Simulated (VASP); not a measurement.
# From one sheet to two: InSe monolayer, part 5 of 8

Aim: relax InSe monolayer, place its levels against the vacuum, then find how two sheets stack and bind.

VASP 6.6.1, plane waves and PAW; the level of theory is named at each step.

So far. Step 11 (A rigid stacking): Energy at zero smearing: -30.42046 eV. Step 12 (Relaxing the bilayer): The run ended after 25 ionic steps, 0.008 eV below its first step, once the forces on the free atoms met EDIFFG = -0.015.

## Step 13: Levels and bands of the bilayer

Level of this step: PBE with D3(BJ); plane waves and PAW (In, Se) (VASP).

The same static run as for one sheet shows what the neighbour does to the levels.

File INCAR:

```
SYSTEM = InSe
PREC = Normal
ENCUT = 350
EDIFF = 1E-06
NELM = 120
ISMEAR = 0
SIGMA = 0.03
LREAL = .FALSE.
ALGO = Fast
GGA = PE
IVDW = 12
NBANDS = 26
LORBIT = 11
LWAVE = .FALSE.
LCHARG = .FALSE.
KPAR = 4
IDIPOL = 3
LDIPOL = .TRUE.
DIPOL = 0.5 0.5 0.5
LVHAR = .TRUE.
LVACPOTAV = .TRUE.
NEDOS = 1500
```

File POSCAR:

```
InSe
1.0
    4.0377204441      0.0000000000      0.0000000000
   -2.0188602220      3.4967684780      0.0000000000
    0.0000000000      0.0000000000     30.8909184944
In Se
4 4
Direct
    0.3333333300      0.6666666700      0.3208968460
    0.3333333300      0.6666666700      0.4111136815
    0.3333333300      0.6666666700      0.5888863185
    0.3333333300      0.6666666700      0.6791031540
    0.6666666700      0.3333333300      0.2787093200
    0.6666666700      0.3333333300      0.4531911036
    0.0000000000      0.0000000000      0.5468088964
    0.0000000000      0.0000000000      0.7212906800
```

File KPOINTS:

```
Automatic mesh
0
Gamma
9 9 1
0 0 0
```

File KPOINTS_OPT:

```
Line mode
14
Line-mode
Reciprocal
  0.00000000   0.00000000   0.00000000 GAMMA
  0.50000000   0.00000000   0.00000000 M

  0.50000000   0.00000000   0.00000000 M
  0.33333333   0.33333333   0.00000000 K

  0.33333333   0.33333333   0.00000000 K
  0.00000000   0.00000000   0.00000000 GAMMA
```

Potentials, in the order of the species: In and Se (PBE family, release 64).

Launch:

```sh
mpirun -np 4 vasp_std
```

What it wrote:

```text
[... set-up lines as in an earlier step ...]
 entering main loop
       N       E                     dE             d eps       ncg     rms          rms(c)
DAV:   1     0.197354637855E+03    0.19735E+03   -0.94469E+03   624   0.743E+02
DAV:   2    -0.140958472692E+01   -0.19876E+03   -0.19279E+03   868   0.152E+02
DAV:   3    -0.284699620517E+02   -0.27060E+02   -0.26825E+02   804   0.620E+01
DAV:   4    -0.293235007171E+02   -0.85354E+00   -0.85141E+00   768   0.131E+01
DAV:   5    -0.293482492240E+02   -0.24749E-01   -0.24726E-01   872   0.203E+00    0.933E+00
RMM:   6    -0.284576629678E+02    0.89059E+00   -0.12712E+00   640   0.348E+00    0.551E+00
RMM:   7    -0.283896934025E+02    0.67970E-01   -0.11209E+00   671   0.319E+00    0.132E+00
RMM:   8    -0.283479635636E+02    0.41730E-01   -0.17299E-01   661   0.159E+00    0.277E-01
RMM:   9    -0.283472868253E+02    0.67674E-03   -0.14935E-02   755   0.594E-01    0.238E-01
RMM:  10    -0.283476072031E+02   -0.32038E-03   -0.34990E-03   838   0.222E-01    0.139E-01
RMM:  11    -0.283478452680E+02   -0.23806E-03   -0.73034E-04   752   0.124E-01    0.462E-02
RMM:  12    -0.283478038327E+02    0.41435E-04   -0.25250E-04   802   0.650E-02    0.219E-02
RMM:  13    -0.283478773403E+02   -0.73508E-04   -0.16323E-04   775   0.459E-02    0.187E-02
RMM:  14    -0.283478722865E+02    0.50538E-05   -0.24397E-05   819   0.204E-02    0.830E-03
RMM:  15    -0.283479058525E+02   -0.33566E-04   -0.27599E-05   753   0.176E-02    0.904E-03
RMM:  16    -0.283479394066E+02   -0.33554E-04   -0.74730E-06   661   0.910E-03    0.777E-03
RMM:  17    -0.283479503204E+02   -0.10914E-04   -0.24453E-06   583   0.483E-03    0.375E-03
RMM:  18    -0.283479560703E+02   -0.57498E-05   -0.49845E-06   688   0.632E-03    0.143E-03
RMM:  19    -0.283479606287E+02   -0.45585E-05   -0.52916E-07   487   0.286E-03    0.657E-04
RMM:  20    -0.283479630636E+02   -0.24349E-05   -0.13282E-07   351   0.129E-03    0.487E-04
RMM:  21    -0.283479671127E+02   -0.40492E-05   -0.18947E-07   338   0.136E-03    0.352E-04
RMM:  22    -0.283479683935E+02   -0.12808E-05   -0.31876E-08   254   0.104E-03    0.285E-04
RMM:  23    -0.283479690388E+02   -0.64523E-06   -0.20925E-08   233   0.100E-03
 [... a notice as in an earlier step ...]

   1 F= -.30428328E+02 E0= -.30428328E+02  d E =-.799867E-12
 Start KPOINTS_OPT (optional k-point list driver)
k-point batch [1-12\42]
       N       E                     dE             ncg
DAV:   1     0.165649051488E+03   -0.35137E+04      624
DAV:   2    -0.219031904198E+04   -0.23560E+04      916
DAV:   3    -0.252122031343E+04   -0.33090E+03      794
DAV:   4    -0.253140336995E+04   -0.10183E+02      796
DAV:   5    -0.253171352259E+04   -0.31015E+00      888
DAV:   6    -0.253172476310E+04   -0.11241E-01      864
DAV:   7    -0.253172505928E+04   -0.29618E-03      904
DAV:   8    -0.253172506959E+04   -0.10308E-04      696
DAV:   9    -0.253172507025E+04   -0.66826E-06      704
[...]
k-point batch [37-42\42]
       N       E                     dE             ncg
DAV:   1     0.426658688238E+04   -0.45299E+03      320
DAV:   2     0.310937704696E+04   -0.11572E+04      464
DAV:   3     0.295497044336E+04   -0.15441E+03      406
DAV:   4     0.295068306932E+04   -0.42874E+01      416
DAV:   5     0.295055718818E+04   -0.12588E+00      440
DAV:   6     0.295055258598E+04   -0.46022E-02      440
DAV:   7     0.295055243164E+04   -0.15434E-03      448
DAV:   8     0.295055242401E+04   -0.76295E-05      360
DAV:   9     0.295055242356E+04   -0.44659E-06      360
```

Run time: 22 s. Hardware: 4 MPI ranks of Intel Xeon 6975P-C (Granite Rapids), shared host; peak memory 1.2 GiB; 85 s of CPU time.

Parts of OUTCAR (step 13):

```text
   NELECT =      36.0000    total number of electrons

 E-fermi :  -1.0874

 k-point     1 :       0.0000    0.0000    0.0000
  band No.  band energies     occupation
    ...
     14      -2.0126      2.00000
     15      -2.0126      2.00000
     16      -1.9685      2.00000
     17      -1.9685      2.00000
     18      -1.2938      2.00000
     19      -0.2068      0.00000
     20       0.5231      0.00000
     21       1.1975      0.00000
     22       1.3472      0.00000
     23       3.3787      0.00000
    ...

 Edisp (eV)   -2.08036

  Total       0.18027     0.18027    -0.05002     0.00000    -0.00000     0.00000
  in kB       0.66223     0.66223    -0.18374     0.00000    -0.00000     0.00000
  external pressure =        0.38 kB  Pullay stress =        0.00 kB

 POSITION                                       TOTAL-FORCE (eV/Angst)
 -----------------------------------------------------------------------------------
     -0.00000      2.33118      9.91280         0.000000     -0.000000      0.008935
     -0.00000      2.33118     12.69968        -0.000000     -0.000000     -0.004541
     -0.00000      2.33118     18.19124         0.000000      0.000000      0.004541
     -0.00000      2.33118     20.97812        -0.000000      0.000000     -0.008935
      2.01886      1.16559      8.60959        -0.000000     -0.000000     -0.004990
      2.01886      1.16559     13.99949         0.000000     -0.000000      0.003583
      0.00000      0.00000     16.89143        -0.000000     -0.000000     -0.003583
      0.00000      0.00000     22.28133         0.000000      0.000000      0.004990
 -----------------------------------------------------------------------------------
    total drift:                               -0.000015      0.000009      0.000000

  FREE ENERGIE OF THE ION-ELECTRON SYSTEM (eV)
  ---------------------------------------------------
  free  energy   TOTEN  =       -30.4283282792 eV

  energy  without entropy=      -30.4283282792  energy(sigma->0) =      -30.42832828

 vacuum level on the upper side and lower side of the slab         4.414         4.414

[... 9 parts as in an earlier step ...]

[... 9 further parts left out ...]
```

Numbers from this step:

```yaml
electronic_cycles: 23
fermi_energy: -1.087 eV
least_gap_on_mesh_and_path: 1.019 eV
least_direct_gap_on_mesh_and_path: 1.087 eV
vacuum_levels: 4.414, 4.414 eV
ionisation_potentials_of_the_upper_and_lower_face: 5.639, 5.639 eV
electron_affinities_of_the_upper_and_lower_face: 4.621, 4.621 eV
```

Electronic bands along the path, in eV, zero at the valence-band top; v1 is the highest filled band, c1 the lowest empty one:

| point | v4 | v3 | v2 | v1 | c1 | c2 | c3 | c4 |
| --- | --- | --- | --- | --- | --- | --- | --- | --- |
| Γ | -0.79 | -0.74 | -0.74 | -0.07 | 1.02 | 1.75 | 2.42 | 2.57 |
| 0.46 of the way | -1.26 | -1.15 | -0.58 | -0.21 | 2.17 | 2.46 | 2.65 | 2.88 |
| M | -1.74 | -1.60 | -1.41 | -1.11 | 1.64 | 1.77 | 2.08 | 2.34 |
| 0.46 of the way | -1.87 | -1.68 | -1.31 | -1.14 | 2.07 | 2.28 | 2.39 | 2.53 |
| K | -1.63 | -1.63 | -1.60 | -1.36 | 2.18 | 2.18 | 2.47 | 2.95 |
| 0.46 of the way | -1.89 | -1.59 | -0.64 | -0.44 | 2.59 | 2.66 | 2.81 | 2.95 |
| Γ | -0.79 | -0.74 | -0.74 | -0.07 | 1.02 | 1.75 | 2.42 | 2.57 |

Of the projections kept (In, Se), the largest for each band there; the rest of the weight can lie on other orbitals:

| point | v4 | v3 | v2 | v1 | c1 | c2 | c3 | c4 |
| --- | --- | --- | --- | --- | --- | --- | --- | --- |
| Γ | Se 0.78 | Se 0.79 | Se 0.79 | Se 0.63 | In 0.51 | Se 0.53 | In 0.78 | In 0.71 |
| M | Se 0.68 | Se 0.67 | In 0.60 | In 0.60 | In 0.68 | In 0.63 | In 0.62 | In 0.57 |
| K | Se 0.75 | Se 0.75 | In 0.76 | In 0.74 | In 0.67 | In 0.67 | In 0.67 | In 0.62 |
| Γ | Se 0.78 | Se 0.79 | Se 0.79 | Se 0.63 | In 0.51 | Se 0.53 | In 0.78 | In 0.71 |

Zero at the Fermi level. The planar average of the electrostatic potential by height:

height (Å), planar average of the electrostatic potential (eV) and a bar from the least value:
```
        0       5.50 ##############################
        1       5.50 ##############################
        2       5.50 ##############################
        3       5.50 ##############################
        4       5.50 ##############################
        5       5.50 ##############################
        6       5.48 ##############################
        7       5.17 #############################
        8      -0.94 ###############
        9      -7.52 
       10      -5.96 ####
       11       1.49 #####################
       12      -1.94 #############
       13      -6.18 ###
       14      -5.94 ####
       15       3.42 #########################
       16       2.70 ########################
       17      -6.45 ##
       18      -6.27 ###
       19      -0.88 ###############
       20       0.66 ###################
       21      -6.17 ###
       22      -7.23 #
       23       0.70 ###################
       24       5.26 #############################
       25       5.49 ##############################
       26       5.50 ##############################
       27       5.50 ##############################
       28       5.50 ##############################
       29       5.50 ##############################
       30       5.50 ##############################
```

Density of states in the PAW spheres, an atom over height of the layer and energy from the Fermi level.

Ten even steps from '_' (0.00 states/eV) to '@' (1.43 states/eV), each cell a mean:
```
________________
________________
______....______
::::::::::::::::
==--::----::--==
**--==****==--**
##----####----##
**--::====::--**
----::----::----
::::::::::::::::
....::::::::....
__....____....__
__....____....__
__....____....__
..----....----..
__....____....__
::@@@@::::@@@@::
________________
________________
________________
________________
________________
```
Columns: height of the layer (Å) from 8.6 to 22.3 (not evenly spaced); rows upwards: energy from the Fermi level (eV) from -7.9 to 0.5.

The map of layer states is cut here 0.5 eV above the Fermi level, so it leaves out the states above that.

The vacuum level lies 5.64 eV above the highest filled level at the upper face; both faces agree, as the slab has next to no dipole.

The program found no field-free point at its default tolerance, but its printed level agrees with the flat part of the planar average.

## Step 14: Series over the interlayer distance, gap between the sheets 2.492

The two sheets are moved rigidly, to map the binding curve.

INCAR, as its differences from that of step 13:

```diff
@@ -19,4 +19 @@
 DIPOL = 0.5 0.5 0.5
-LVHAR = .TRUE.
-LVACPOTAV = .TRUE.
-NEDOS = 1500
```

File POSCAR:

```
InSe
1.0
    4.0377204441      0.0000000000      0.0000000000
   -2.0188602220      3.4967684780      0.0000000000
    0.0000000000      0.0000000000     30.8909184944
In Se
4 4
Direct
    0.3333333300      0.6666666700      0.3273712407
    0.3333333300      0.6666666700      0.4175880762
    0.3333333300      0.6666666700      0.5824119238
    0.3333333300      0.6666666700      0.6726287593
    0.6666666700      0.3333333300      0.2851837147
    0.6666666700      0.3333333300      0.4596654983
    0.0000000000      0.0000000000      0.5403345017
    0.0000000000      0.0000000000      0.7148162853
```

KPOINTS is that of step 13.

Launch:

```sh
mpirun -np 4 vasp_std
```

What it wrote:

```text
[... set-up lines as in an earlier step ...]
 entering main loop
       N       E                     dE             d eps       ncg     rms          rms(c)
DAV:   1     0.200017966165E+03    0.20002E+03   -0.94455E+03   624   0.743E+02
DAV:   2    -0.871255377014E+00   -0.20089E+03   -0.19493E+03   870   0.153E+02
DAV:   3    -0.283246806599E+02   -0.27453E+02   -0.27207E+02   806   0.623E+01
DAV:   4    -0.291934941752E+02   -0.86881E+00   -0.86674E+00   782   0.132E+01
DAV:   5    -0.292168011211E+02   -0.23307E-01   -0.23289E-01   856   0.199E+00    0.941E+00
RMM:   6    -0.283435413115E+02    0.87326E+00   -0.12531E+00   637   0.345E+00    0.556E+00
RMM:   7    -0.282768665755E+02    0.66675E-01   -0.11061E+00   672   0.316E+00    0.131E+00
RMM:   8    -0.282352799436E+02    0.41587E-01   -0.16645E-01   659   0.156E+00    0.278E-01
RMM:   9    -0.282350470067E+02    0.23294E-03   -0.14522E-02   761   0.587E-01    0.236E-01
RMM:  10    -0.282352872757E+02   -0.24027E-03   -0.34414E-03   848   0.219E-01    0.133E-01
RMM:  11    -0.282354974014E+02   -0.21013E-03   -0.68949E-04   760   0.121E-01    0.403E-02
RMM:  12    -0.282354664232E+02    0.30978E-04   -0.23602E-04   815   0.615E-02    0.229E-02
RMM:  13    -0.282355372853E+02   -0.70862E-04   -0.13073E-04   774   0.426E-02    0.191E-02
RMM:  14    -0.282355372478E+02    0.37501E-07   -0.21257E-05   830   0.188E-02    0.766E-03
RMM:  15    -0.282355827860E+02   -0.45538E-04   -0.24413E-05   761   0.165E-02    0.964E-03
RMM:  16    -0.282356130706E+02   -0.30285E-04   -0.57917E-06   645   0.808E-03    0.670E-03
RMM:  17    -0.282356269702E+02   -0.13900E-04   -0.35461E-06   627   0.543E-03    0.244E-03
RMM:  18    -0.282356317271E+02   -0.47569E-05   -0.19338E-06   572   0.406E-03    0.855E-04
RMM:  19    -0.282356364286E+02   -0.47015E-05   -0.33807E-07   442   0.204E-03    0.406E-04
RMM:  20    -0.282356382135E+02   -0.17849E-05   -0.11201E-07   313   0.129E-03    0.344E-04
RMM:  21    -0.282356424136E+02   -0.42001E-05   -0.15569E-07   331   0.130E-03    0.188E-04
RMM:  22    -0.282356429349E+02   -0.52130E-06   -0.20816E-08   244   0.100E-03
   1 F= -.30387813E+02 E0= -.30387813E+02  d E =-.331438E-15
```

Wall time 10 s (4 MPI ranks); peak memory 1 GiB.

Parts of OUTCAR (step 14):

```text
   NELECT =      36.0000    total number of electrons

 E-fermi :  -0.9561

 k-point     1 :       0.0000    0.0000    0.0000
  band No.  band energies     occupation
    ...
     14      -2.0112      2.00000
     15      -2.0112      2.00000
     16      -1.9498      2.00000
     17      -1.9498      2.00000
     18      -1.2424      2.00000
     19      -0.2366      0.00000
     20       0.6490      0.00000
     21       1.1836      0.00000
     22       1.5200      0.00000
     23       3.3171      0.00000
    ...

 Edisp (eV)   -2.15217

  Total       0.65369     0.65369     0.68394     0.00000     0.00000     0.00000
  in kB       2.40130     2.40130     2.51243     0.00000     0.00000     0.00000
  external pressure =        2.44 kB  Pullay stress =        0.00 kB

 POSITION                                       TOTAL-FORCE (eV/Angst)
 -----------------------------------------------------------------------------------
     -0.00000      2.33118     10.11280        -0.000000     -0.000000      0.008209
     -0.00000      2.33118     12.89968         0.000000     -0.000000     -0.053482
     -0.00000      2.33118     17.99124        -0.000000      0.000000      0.053482
     -0.00000      2.33118     20.77812         0.000000      0.000000     -0.008209
      2.01886      1.16559      8.80959        -0.000000      0.000000     -0.004075
      2.01886      1.16559     14.19949        -0.000000      0.000000     -0.190762
      0.00000      0.00000     16.69143         0.000000     -0.000000      0.190762
      0.00000      0.00000     22.08133         0.000000     -0.000000      0.004075
 -----------------------------------------------------------------------------------
    total drift:                               -0.000015      0.000009      0.000000

  FREE ENERGIE OF THE ION-ELECTRON SYSTEM (eV)
  ---------------------------------------------------
  free  energy   TOTEN  =       -30.3878127288 eV

  energy  without entropy=      -30.3878127288  energy(sigma->0) =      -30.38781273

 vacuum level on the upper side and lower side of the slab         4.309         4.309

[... 9 parts as in an earlier step ...]

[... 9 further parts left out ...]
```

This step gave:

```
electronic cycles              : 22
free energy (TOTEN)            : -30.39 eV
Fermi energy                   : -0.9561 eV
gap on the k-mesh              : 0.8809 eV
least direct gap on the k-mesh : 1.006 eV
```

Force by atom:

| atom | x (eV/Å) | y (eV/Å) | z (eV/Å) | size |
| --- | --- | --- | --- | --- |
| In1 | 0.000 | 0.000 | 0.008 | 0.008 |
| In2 | 0.000 | 0.000 | -0.053 | 0.053 |
| In3 | 0.000 | 0.000 | 0.053 | 0.053 |
| In4 | 0.000 | 0.000 | -0.008 | 0.008 |
| Se5 | 0.000 | 0.000 | -0.004 | 0.004 |
| Se6 | 0.000 | 0.000 | -0.191 | 0.191 |
| Se7 | 0.000 | 0.000 | 0.191 | 0.191 |
| Se8 | 0.000 | 0.000 | 0.004 | 0.004 |

Energy at zero smearing: -30.38781 eV.

## Step 15: Series over the interlayer distance, gap between the sheets 2.692

INCAR is that of step 14.

File POSCAR:

```
InSe
1.0
    4.0377204441      0.0000000000      0.0000000000
   -2.0188602220      3.4967684780      0.0000000000
    0.0000000000      0.0000000000     30.8909184944
In Se
4 4
Direct
    0.3333333300      0.6666666700      0.3241340434
    0.3333333300      0.6666666700      0.4143508789
    0.3333333300      0.6666666700      0.5856491211
    0.3333333300      0.6666666700      0.6758659566
    0.6666666700      0.3333333300      0.2819465174
    0.6666666700      0.3333333300      0.4564283010
    0.0000000000      0.0000000000      0.5435716990
    0.0000000000      0.0000000000      0.7180534826
```

KPOINTS is that of step 14.

Launch:

```sh
mpirun -np 4 vasp_std
```

What it wrote:

```text
[... set-up lines as in an earlier step ...]
 entering main loop
       N       E                     dE             d eps       ncg     rms          rms(c)
DAV:   1     0.198611838011E+03    0.19861E+03   -0.94463E+03   624   0.743E+02
DAV:   2    -0.938291067221E+00   -0.19955E+03   -0.19378E+03   860   0.153E+02
DAV:   3    -0.283939704895E+02   -0.27456E+02   -0.27212E+02   812   0.623E+01
DAV:   4    -0.292719777951E+02   -0.87801E+00   -0.87560E+00   790   0.132E+01
[...]
RMM:  20    -0.283043897429E+02   -0.18807E-05   -0.97776E-08   318   0.119E-03    0.293E-04
RMM:  21    -0.283043942578E+02   -0.45149E-05   -0.23240E-07   356   0.148E-03    0.671E-04
RMM:  22    -0.283043949932E+02   -0.73540E-06   -0.21910E-08   247   0.984E-04
   1 F= -.30420100E+02 E0= -.30420100E+02  d E =-.109256E-17
```

Elapsed: 11 s, on 4 MPI ranks; peak memory 1 GiB; 40 s of CPU time.

OUTCAR, selected parts (step 15):

```text
 Edisp (eV)   -2.11570

  Total       0.36681     0.36681     0.25422     0.00000     0.00000     0.00000
  in kB       1.34748     1.34748     0.93387     0.00000     0.00000     0.00000
  external pressure =        1.21 kB  Pullay stress =        0.00 kB

 POSITION                                       TOTAL-FORCE (eV/Angst)
 -----------------------------------------------------------------------------------
     -0.00000      2.33118     10.01280         0.000000      0.000000      0.008092
     -0.00000      2.33118     12.79968         0.000000      0.000000     -0.022088
     -0.00000      2.33118     18.09124         0.000000     -0.000000      0.022088
     -0.00000      2.33118     20.87812         0.000000     -0.000000     -0.008092
      2.01886      1.16559      8.70959        -0.000000      0.000000     -0.004279
      2.01886      1.16559     14.09949        -0.000000      0.000000     -0.074024
      0.00000      0.00000     16.79143        -0.000000     -0.000000      0.074024
      0.00000      0.00000     22.18133         0.000000     -0.000000      0.004279
 -----------------------------------------------------------------------------------
    total drift:                               -0.000015      0.000009      0.000000

  FREE ENERGIE OF THE ION-ELECTRON SYSTEM (eV)
  ---------------------------------------------------
  free  energy   TOTEN  =       -30.4200999878 eV

  energy  without entropy=      -30.4200999878  energy(sigma->0) =      -30.42009999

[... 2 parts as in an earlier step ...]

[... 1 further part left out ...]
[key lines of the parts left out:]
E-fermi :  -0.9912
```

Energy at zero smearing: -30.42010 eV.

(Continued in part 6 of 8.)

[Lines on the potential files, build, host, timing and source positions are cut from VASP's logs without a mark.]

[Logs are printed without paths, hosts, clocks, repeated set-up lines and the standing remarks that a program may print on its own settings, such as how far it seeks lower states.]

[Hosts, paths, dates, database ids (printed as entryN), source tags and the programs' standing remarks are cut or masked in the printed files.]

[Runs that stopped without an error message from VASP are left out.]
